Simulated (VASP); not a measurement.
Here is a VASP 6.6.1 calculation.

File INCAR:

```
SYSTEM = HfC
PREC     = Accurate       ! precision mode
ENCUT    = 600            ! plane-wave cutoff, eV
EDIFF    = 1E-6           ! SCF threshold, eV
ISMEAR   = -1             ! smearing method
SIGMA    = 0.05           ! smearing width, eV
LREAL    = .FALSE.        ! projectors in reciprocal space
LASPH    = .TRUE.         ! aspherical terms in the spheres
NELM     = 80             ! most SCF steps
ALGO     = Normal         ! electronic algorithm
ISIF     = 3              ! what is computed and relaxed
LWAVE    = .FALSE.        ! write WAVECAR
LCHARG   = .FALSE.        ! write CHGCAR
GGA      = BF             ! functional
LUSE_VDW = .TRUE.       
ZAB_VDW  = -1.8867      
IBRION   = 2              ! ionic algorithm
NSW      = 40             ! ionic steps
EDIFFG   = -0.005         ! ionic threshold
```

Contents of KPOINTS:

```
regular mesh
0
G
  10 10 10
  0 0 0
```

POSCAR

```
HfC
1.0
    0.0000000000      2.3250000000      2.3250000000
    2.3250000000      0.0000000000      2.3250000000
    2.3250000000      2.3250000000      0.0000000000
Hf C
1 1
Direct
    0.5000000000      0.5000000000      0.5000000000
    0.0000000000      0.0000000000      0.0000000000
```

Potentials or basis: VASP PAW PBE potentials, release 64 (Hf_pv, C).

Command:

```console
$ cat potpaw_PBE.64/Hf_pv/POTCAR potpaw_PBE.64/C/POTCAR > POTCAR
$ mpirun -np 1 vasp_std > vasp.out
```

Q: Estimate the relaxed cell.

A: a = 3.286 Å, b = 3.286 Å, c = 3.286 Å, α = 60.00°, β = 60.00°, γ = 60.00°.

Q: What does it give for the relaxed volume?

A: 12.55 Å³/atom.

Q: What does it give for the space group after relaxing (to 0.05 Å)?

A: Fm-3m (No. 225).

Final structure:
```
Hf C
1.0
     0.00000    2.32373    2.32373
     2.32373    0.00000    2.32373
     2.32373    2.32373    0.00000
Hf C
1 1
Direct
  0.50000 0.50000 0.50000
  0.00000 0.00000 0.00000
```

Caveat: the PAW data sets were made with another functional, which shifts forces and pressure a little. Spin-orbit coupling is left out, which matters for the levels of Hf.
